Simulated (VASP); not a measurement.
# Sb (Im-3m) in VASP: a series of runs

The runs below take Sb through band structure, with r2SCAN, SCAN, TPSS.

Program: VASP 6.6.1. These are calculated values, not measurements. Logs are shortened: lines on timing, memory, paths and dates and some standing lists are left out, and cuts for length are marked.

### Step 1. The structure

Symmetry: Im-3m, No. 229, cubic system. Conventional cell: a = 3.743 Å, b = 3.743 Å, c = 3.743 Å, α = 90.00°, β = 90.00°, γ = 90.00°. Sb (site symmetry m-3m) is surrounded by 8 Sb at 3.24 Å.

This isn't the form of Sb at room conditions, which is rhombohedral.

### Step 2. Band structure, r2SCAN

The input, INCAR:

```
SYSTEM = Sb
PREC     = Accurate       ! precision mode
ENCUT    = 520            ! plane-wave cutoff, eV
EDIFF    = 1E-6           ! SCF threshold, eV
ISMEAR   = -1             ! smearing method
SIGMA    = 0.05           ! smearing width, eV
LREAL    = .False.        ! projectors in reciprocal space
LASPH    = .True.         ! aspherical terms in the spheres
NELM     = 60             ! most SCF steps
ALGO     = Normal         ! electronic algorithm
ISIF     = 2              ! what is computed and relaxed
LWAVE    = .False.        ! write WAVECAR
LCHARG   = .False.        ! write CHGCAR
METAGGA  = R2SCAN         ! meta-GGA
LMIXTAU  = .True.
```

The input, KPOINTS:

```
Automatic mesh
0
Gamma
  10 10 10
  0 0 0
```

The input, POSCAR:

```
Sb
1.0
   -1.8713408863      1.8713408863      1.8713408863
    1.8713408863     -1.8713408863      1.8713408863
    1.8713408863      1.8713408863     -1.8713408863
Sb
1
Direct
    0.0000000000      0.0000000000      0.0000000000
```

The input, KPOINTS_OPT:

```
path GHNGPH,PN
15
line-mode
reciprocal
 0.0000000000  0.0000000000  0.0000000000  G
 0.5000000000 -0.5000000000  0.5000000000  H

 0.5000000000 -0.5000000000  0.5000000000  H
 0.0000000000  0.0000000000  0.5000000000  N

 0.0000000000  0.0000000000  0.5000000000  N
 0.0000000000  0.0000000000  0.0000000000  G

 0.0000000000  0.0000000000  0.0000000000  G
 0.2500000000  0.2500000000  0.2500000000  P

 0.2500000000  0.2500000000  0.2500000000  P
 0.5000000000 -0.5000000000  0.5000000000  H

 0.2500000000  0.2500000000  0.2500000000  P
 0.0000000000  0.0000000000  0.5000000000  N
```

Potentials or basis: VASP PAW PBE potentials, release 64 (Sb).

The run is started by

```bash
> cat potpaw_PBE.64/Sb/POTCAR > POTCAR
> mpirun -np 1 vasp_std > vasp.out
```

OUTCAR:

```text
SYSTEM = Sb
   PREC = Accurate
   ENCUT = 520
   EDIFF = 1E-6
   ISMEAR = -1
   LREAL = .False.
   LASPH = .True.
   NELM = 60
   ISIF = 2
   METAGGA = R2SCAN

 ion  position               nearest neighbor table
   1  0.000  0.000  0.000-

  LATTYP: Found a body centered cubic cell.
 ALAT       =     3.7426817726

  Lattice vectors:

 A1 = (  -1.8713408863,   1.8713408863,   1.8713408863)
 A2 = (   1.8713408863,  -1.8713408863,   1.8713408863)
 A3 = (   1.8713408863,   1.8713408863,  -1.8713408863)

Analysis of symmetry for initial positions (statically):
=====================================================================
 Subroutine PRICEL returns:
 Original cell was already a primitive cell.

 Routine SETGRP: Setting up the symmetry group for a
 body centered cubic supercell.

 Subroutine GETGRP returns: Found 48 space group operations
 (whereof 48 operations were pure point group operations)
 out of a pool of 48 trial point group operations.

The static configuration has the point symmetry O_h .

Analysis of symmetry for dynamics (positions and initial velocities):
=====================================================================
 Subroutine PRICEL returns:
 Original cell was already a primitive cell.

 Routine SETGRP: Setting up the symmetry group for a
 body centered cubic supercell.

 Subroutine GETGRP returns: Found 48 space group operations
 (whereof 48 operations were pure point group operations)
 out of a pool of 48 trial point group operations.

The dynamic configuration has the point symmetry O_h .

 Subroutine INISYM returns: Found 48 space group operations
 (whereof 48 operations are pure point group operations),
 and found     1 'primitive' translations

----------------------------------------------------------------------------------------

                                     Primitive cell

  volume of cell :      26.2131

  direct lattice vectors                    reciprocal lattice vectors
    -1.871340886  1.871340886  1.871340886     0.000000000  0.267188092  0.267188092
     1.871340886 -1.871340886  1.871340886     0.267188092  0.000000000  0.267188092
     1.871340886  1.871340886 -1.871340886     0.267188092  0.267188092  0.000000000

  length of vectors
     3.241257493  3.241257493  3.241257493     0.377861023  0.377861023  0.377861023

  position of ions in fractional coordinates (direct lattice)
     0.000000000  0.000000000  0.000000000

  ion indices of the primitive-cell ions
   primitive index   ion index
                 1           1

----------------------------------------------------------------------------------------

 KPOINTS: Automatic mesh

Automatic generation of k-mesh.
 Grid dimensions read from file:
 generate k-points for:   10   10   10

 Generating k-lattice:

  Cartesian coordinates                     Fractional coordinates (reciprocal lattice)
     0.000000000  0.026718809  0.026718809     0.100000000  0.000000000  0.000000000
     0.026718809  0.000000000  0.026718809     0.000000000  0.100000000  0.000000000
     0.026718809  0.026718809  0.000000000     0.000000000  0.000000000  0.100000000

  Length of vectors
     0.037786102  0.037786102  0.037786102

  Shift w.r.t. Gamma in fractional coordinates (k-lattice)
     0.000000000  0.000000000  0.000000000

 Subroutine IBZKPT returns following result:
 ===========================================

 Found     47 irreducible k-points:

 Following reciprocal coordinates:
            Coordinates               Weight
  0.000000  0.000000  0.000000      1.000000
  0.100000  0.000000  0.000000     12.000000
  0.200000  0.000000  0.000000     12.000000
  0.300000  0.000000  0.000000     12.000000
  0.400000  0.000000  0.000000     12.000000
  0.500000  0.000000  0.000000      6.000000
[... 16 lines left out ...]
  0.300000  0.300000  0.100000      8.000000
 -0.300000  0.300000  0.100000     24.000000
 [... further k-points ...]
   k-points           NKPTS =     47   k-points in BZ     NKDIM =     47   number of bands    NBANDS=      6
   number of dos      NEDOS =    301   number of ions     NIONS =      1
   total plane-waves  NPLWV =  13824
   dimension x,y,z NGX =    24 NGY =   24 NGZ =   24
   dimension x,y,z NGXF=    48 NGYF=   48 NGZF=   48
   ions per type =               1
   NGX,Y,Z   is equivalent  to a cutoff of  12.31, 12.31, 12.31 a.u.
   NGXF,Y,Z  is equivalent  to a cutoff of  24.62, 24.62, 24.62 a.u.
 SYSTEM =  Sb
   PREC   = accura    normal or accurate (medium, high low for compatibility)
   ISTART =      0    job   : 0-new  1-cont  2-samecut
   ICHARG =      2    charge: 1-file 2-atom 10-const
   ISPIN  =      1    spin polarized calculation?
   LNONCOLLINEAR =      F non collinear calculations
   LSORBIT =      F    spin-orbit coupling
   LASPH  =      T    aspherical Exc in radial PAW
   ENCUT  =  520.0 eV  38.22 Ry    6.18 a.u.   6.03  6.03  6.03*2*pi/ulx,y,z
   NELM   =     60;   NELMIN=  2; NELMDL= -5     # of ELM steps
   EDIFF  = 0.1E-05   stopping-criterion for ELM
   LREAL  =      F    real-space projection
   EDIFFG = 0.1E-04   stopping-criterion for IOM
   NSW    =      0    number of steps for IOM
   IBRION =     -1    ionic relax: 0-MD 1-quasi-New 2-CG
   NFREE  =      0    steps in history (QN), initial steepest desc. (CG)
   ISIF   =      2    stress and relaxation
   ISYM   =      2    0-nonsym 1-usesym 2-fastsym
   POTIM  = 0.5000    time-step for ionic-motion
   TEBEG  =    0.0;   TEEND  =   0.0 temperature during run
   PSTRESS=    0.0 pullay stress
   NELECT =       5.0000    total number of electrons
   NUPDOWN=      -1.0000    fix difference up-down
   EMIN   =  10.00;   EMAX   =-10.00  energy-range for DOS
   EFERMI =   0.00;   METHOD = LEGACY
   ISMEAR =    -1;   SIGMA  =   0.05  broadening in eV -4-tet -1-fermi 0-gaus
   EFERMI_NEDOS =   21; number of points for ismear=-14 and -15
   IALGO  =     38    algorithm
   IMIX   =      4    mixing-type and parameters
     AMIX     =   0.40;   BMIX     =  1.00
     AMIX_MAG =   1.60;   BMIX_MAG =  1.00
  volume/ion in A,a.u.               =      26.21       176.89
  Fermi-wavevector in a.u.,A,eV,Ry     =   0.942378  1.780837 12.083018  0.888077
  Thomas-Fermi vector in A             =   2.069982
   LORBIT       =      0    0 simple, 1 ext, 2 COOP (PROOUT), +10 PAW based schemes
   METAGGA = R2SCAN    functional components
   LHFCALC =     F    Hartree Fock is set to
   AEXX    =    0.0000 exact exchange contribution
   IVDW    =     0    specifies the selected vdW correction
   LEPSILON=     F    determine dielectric tensor
   LRPA    =     F    only Hartree local field effects (RPA)
 non-spin polarized calculation
  energy-cutoff  :      520.00
  volume of cell :       26.21
 maximum number of plane-waves:       719
   NGX = 13   NGY = 13   NGZ = 13

 number of electron       4.9999999 magnetization

 Free energy of the ion-electron system (eV)
  ---------------------------------------------------
  ext. energy  EPLUGINS =         0.00000000
  ---------------------------------------------------
  free energy    TOTEN  =       -25.33062803 eV

  energy without entropy =      -25.32172923  energy(sigma->0) =      -25.32617863

 E-fermi :   8.7279     XC(G=0): -10.9010

 val. band max:        8.7026914099   @ k =  -0.4000   0.4000   0.3000
 cond. band min:       8.7341731062   @ k =   0.3000   0.1000   0.1000
 fundamental gap:      0.0314816963
 Fermi energy:         8.7278933542

 k-point     1 :       0.0000    0.0000    0.0000
  band No.  band energies     occupation
      1      -4.9344      2.00000
      2      14.7492      0.00000
      3      14.7492      0.00000
      4      14.7492      0.00000
      5      19.8107      0.00000
      6      19.8107      0.00000

 k-point     2 :       0.1000    0.0000    0.0000
  band No.  band energies     occupation
      1      -4.7072      2.00000
      2      13.1276      0.00000
      3      14.0118      0.00000
      4      14.5632      0.00000
      5      18.7996      0.00000
      6      18.8768      0.00000

 k-point     3 :       0.2000    0.0000    0.0000
  band No.  band energies     occupation
      1      -4.0298      2.00000
      2      10.0384      0.00000
      3      12.6829      0.00000
      4      14.0684      0.00000
      5      17.5367      0.00000
      6      17.6091      0.00000

 k-point     4 :       0.3000    0.0000    0.0000
  band No.  band energies     occupation
      1      -2.9228      2.00000
      2       6.8910      2.00000
      3      11.5189      0.00000
      4      13.4819      0.00000
      5      16.5891      0.00000
      6      16.7345      0.00000

 k-point     5 :       0.4000    0.0000    0.0000
  band No.  band energies     occupation
      1      -1.4848      2.00000
      2       4.1549      2.00000
      3      10.7615      0.00000
      4      13.0413      0.00000
      5      16.0351      0.00000
      6      16.2078      0.00000
[... 136 lines left out ...]
 k-point    21 :       0.3000    0.2000    0.1000
  band No.  band energies     occupation
      1      -0.0331      2.00000
      2       4.1426      2.00000
      3       6.7130      2.00000
      4       9.2032      0.00015
      5      20.2878      0.00000
      6      21.7932      0.00000

 k-point    22 :      -0.2000    0.2000    0.1000
  band No.  band energies     occupation
      1      -3.8043      2.00000
      2      10.1367      0.00000
      3      11.9459      0.00000
      4      12.8705      0.00000
      5      17.2270      0.00000
      6      18.6521      0.00000

 k-point    23 :       0.3000    0.3000    0.1000
  band No.  band energies     occupation
      1       0.4879      2.00000
      2       4.8826      2.00000
      3       4.8826      2.00000
      4       8.9096      0.05143
      5      21.0282      0.00000
      6      22.9801      0.00000

 k-point    24 :      -0.3000    0.3000    0.1000
  band No.  band energies     occupation
      1      -2.7004      2.00000
      2       7.0659      2.00000
      3      10.8031      0.00000
      4      12.4301      0.00000
      5      17.0167      0.00000
      6      17.7715      0.00000

 [... further k-points ...]

------------------------ aborting loop because EDIFF is reached ----------------------------------------

  FORCE on cell =-STRESS in cart. coord.  units (eV):
  Direction    XX          YY          ZZ          XY          YZ          ZX
  --------------------------------------------------------------------------------------
  -------------------------------------------------------------------------------------
  Total        0.3965601      0.3965601      0.3965601     -0.0000000      0.0000000     -0.0000000
  in kB       24.2382278     24.2382278     24.2382278     -0.0000000      0.0000000     -0.0000000
  external PRESSURE =      24.2382278 kB  Pullay stress =       0.0000000 kB

 VOLUME and BASIS-vectors are now :
 -----------------------------------------------------------------------------
  energy-cutoff  :      520.00
  volume of cell :       26.21
      direct lattice vectors                 reciprocal lattice vectors
    -1.871340886  1.871340886  1.871340886     0.000000000  0.267188092  0.267188092
     1.871340886 -1.871340886  1.871340886     0.267188092  0.000000000  0.267188092
     1.871340886  1.871340886 -1.871340886     0.267188092  0.267188092  0.000000000

 POSITION                                       TOTAL-FORCE (eV/Angst)
 -----------------------------------------------------------------------------------
      0.00000      0.00000      0.00000         0.000000      0.000000      0.000000
 -----------------------------------------------------------------------------------
    total drift:                                0.000000     -0.000000     -0.000000

  FREE ENERGIE OF THE ION-ELECTRON SYSTEM (eV)
  ---------------------------------------------------
  free  energy   TOTEN  =       -25.3306280296 eV

  energy  without entropy=      -25.3217292270  energy(sigma->0) =      -25.32617863
```

It took 94 s on 1 thread of AMD EPYC, shared host; peak memory 0.12 GiB.

Results:

- Free energy: -25.3306 eV
- Pressure: 2.4 GPa
- Band gap along the path: none (metal or under the smearing width)

Levels at the corners of the path, in eV from the Fermi level:
| point | band 1 | band 2 | band 3 | band 4 | band 5 | band 6 |
| --- | --- | --- | --- | --- | --- | --- |
| Γ | -13.66 | 6.02 | 6.02 | 6.02 | 11.08 | 11.08 |
| H | -5.46 | -2.25 | -2.25 | -2.25 | 3.32 | 3.32 |
| H | -5.46 | -2.25 | -2.25 | -2.25 | 3.32 | 3.32 |
| N | -9.18 | -6.04 | 1.77 | 4.15 | 7.13 | 7.30 |
| N | -9.18 | -6.04 | 1.77 | 4.15 | 7.13 | 7.30 |
| Γ | -13.66 | 6.02 | 6.02 | 6.02 | 11.08 | 11.08 |
| Γ | -13.66 | 6.02 | 6.02 | 6.02 | 11.08 | 11.08 |
| P | -8.06 | -2.98 | -2.98 | -2.98 | 15.94 | 15.94 |
| P | -8.06 | -2.98 | -2.98 | -2.98 | 15.94 | 15.94 |
| H | -5.46 | -2.25 | -2.25 | -2.25 | 3.32 | 3.32 |
| P | -8.06 | -2.98 | -2.98 | -2.98 | 15.94 | 15.94 |
| N | -9.18 | -6.04 | 1.77 | 4.15 | 7.13 | 7.30 |

Caveat: the PAW data sets were made with another functional, which shifts forces and pressure a little; spin-orbit coupling is left out, which moves the levels of the heavy elements.

### Step 3. Band structure, SCAN

Changes to INCAR since step 2:

```diff
@@ -13,3 +13,3 @@
 LCHARG   = .False.        ! write CHGCAR
-METAGGA  = R2SCAN         ! meta-GGA
+METAGGA  = SCAN           ! meta-GGA
 LMIXTAU  = .True.
```

KPOINTS is that of step 2.

POSCAR is that of step 2.

KPOINTS_OPT is that of step 2.

Potentials or basis: VASP PAW PBE potentials, release 64 (Sb).

The run is started by

```bash
> cat potpaw_PBE.64/Sb/POTCAR > POTCAR
> mpirun -np 1 vasp_std > vasp.out
```

Wall time 2.4 min (1 thread of AMD EPYC, shared host); peak memory 0.12 GiB.

It converged, with:

```yaml
Free_energy: -37.0030 eV
Pressure: 1.3 GPa
Band_gap_along_the_path: none (metal or under the smearing width)
```

Levels at the corners of the path, in eV from the Fermi level:
```csv
point,band 1,band 2,band 3,band 4,band 5
Γ,-13.68,5.93,5.93,5.93,11.33
H,-5.63,-2.19,-2.19,-2.19,3.26
H,-5.63,-2.19,-2.19,-2.19,3.26
N,-9.24,-6.04,1.80,4.07,7.04
N,-9.24,-6.04,1.80,4.07,7.04
Γ,-13.68,5.93,5.93,5.93,11.33
Γ,-13.68,5.93,5.93,5.93,11.33
P,-8.13,-2.99,-2.99,-2.99,16.03
P,-8.13,-2.99,-2.99,-2.99,16.03
H,-5.63,-2.19,-2.19,-2.19,3.26
P,-8.13,-2.99,-2.99,-2.99,16.03
N,-9.24,-6.04,1.80,4.07,7.04
```

Caveat: the PAW data sets were made with another functional, which shifts forces and pressure a little; spin-orbit coupling is left out, which moves the levels of the heavy elements.

### Step 4. Band structure, TPSS

Changes to INCAR since step 3:

```diff
@@ -13,3 +13,3 @@
 LCHARG   = .False.        ! write CHGCAR
-METAGGA  = SCAN           ! meta-GGA
+METAGGA  = TPSS           ! meta-GGA
 LMIXTAU  = .True.
```

KPOINTS is that of step 3.

POSCAR is that of step 3.

KPOINTS_OPT is that of step 3.

The run is started by

```bash
> cat potpaw_PBE.64/Sb/POTCAR > POTCAR
> mpirun -np 1 vasp_std > vasp.out
```

Wall time 1.8 min (1 thread of AMD EPYC, shared host); peak memory 0.12 GiB.

Results (log left out):

```yaml
Free_energy: -11.9547 eV
Pressure: 1.9 GPa
Band_gap_along_the_path: none (metal or under the smearing width)
```

Levels at the corners of the path, in eV from the Fermi level:
| point | band 1 | band 2 | band 3 | band 4 | band 5 | band 6 |
| --- | --- | --- | --- | --- | --- | --- |
| Γ | -13.13 | 5.75 | 5.75 | 5.75 | 10.89 | 10.89 |
| H | -5.47 | -2.05 | -2.05 | -2.05 | 2.89 | 2.89 |
| H | -5.47 | -2.05 | -2.05 | -2.05 | 2.89 | 2.89 |
| N | -8.89 | -5.80 | 1.78 | 3.82 | 6.57 | 7.07 |
| N | -8.89 | -5.80 | 1.78 | 3.82 | 6.57 | 7.07 |
| Γ | -13.13 | 5.75 | 5.75 | 5.75 | 10.89 | 10.89 |
| Γ | -13.13 | 5.75 | 5.75 | 5.75 | 10.89 | 10.89 |
| P | -7.82 | -2.89 | -2.89 | -2.89 | 15.34 | 15.34 |
| P | -7.82 | -2.89 | -2.89 | -2.89 | 15.34 | 15.34 |
| H | -5.47 | -2.05 | -2.05 | -2.05 | 2.89 | 2.89 |
| P | -7.82 | -2.89 | -2.89 | -2.89 | 15.34 | 15.34 |
| N | -8.89 | -5.80 | 1.78 | 3.82 | 6.57 | 7.07 |

Caveat: the PAW data sets were made with another functional, which shifts forces and pressure a little; spin-orbit coupling is left out, which moves the levels of the heavy elements.

### Step 5. For comparison

An earlier run on the cell as given: functional PBE; potentials or basis VASP PAW PBE potentials, release 64 (Sb); cutoff 520 eV; k mesh 10 × 10 × 10; occupations fermi-dirac, width 0.05 eV; no spin polarisation.

* Pressure: 3.0 GPa
* Band gap on the k mesh: none (metal or under the smearing width)

### Step 6. Overview

| task | level | pressure (GPa) |
| --- | --- | --- |
| band structure | r2SCAN | 2.4 |
| band structure | SCAN | 1.3 |
| band structure | TPSS | 1.9 |
| single point | PBE | 3.0 |

Alike in all rows: potentials or basis VASP PAW PBE potentials, release 64 (Sb); no spin polarisation; cell as given; k mesh 10 × 10 × 10; cutoff (eV) 520; smearing fermi-dirac 0.05 eV.

The pressure there spans 1.3 GPa (SCAN) to 3.0 GPa (PBE); a positive pressure means that this level wants a larger cell, a negative one a smaller.

Caveats: the PAW data sets were made with another functional, which shifts forces and pressure a little (some runs); spin-orbit coupling is left out, which moves the levels of the heavy elements (some runs).

Total energies depend on the potentials used, so only differences within one code and one set of settings carry meaning.
